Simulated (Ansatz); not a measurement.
MgTe:

```
Te Mg
1.0
     0.00000    3.23200    3.23200
     3.23200    0.00000    3.23200
     3.23200    3.23200    0.00000
Te Mg
1 1
Direct
  0.25000 0.25000 0.25000
  0.00000 0.00000 0.00000
```

The cell comes from a database or a generator and needn't be the stable form of this composition.

Base run:

* Program: Ansatz 0.2.0
* Functional: PBE0
* Potentials or basis: all-electron PAW datasets made for the crystal
* Cutoff: 250 eV (chosen from the basis error)
* k mesh: 6 × 6 × 6
* Occupations: fermi-dirac, width 0.05 eV
* Spin: no spin polarisation

Its results: band gap on the k mesh 3.91 eV, direct; pressure 0.0 GPa.

Problem. The run is repeated on the same cell with these changes: functional from PBE0 to HSE06. What comes out?

Solution. Band gap on the k mesh 3.27 eV, direct; pressure 0.0 GPa.

Caveats: spin-orbit coupling is left out, which moves the levels of the heavy elements.

A k mesh can miss the band edges.
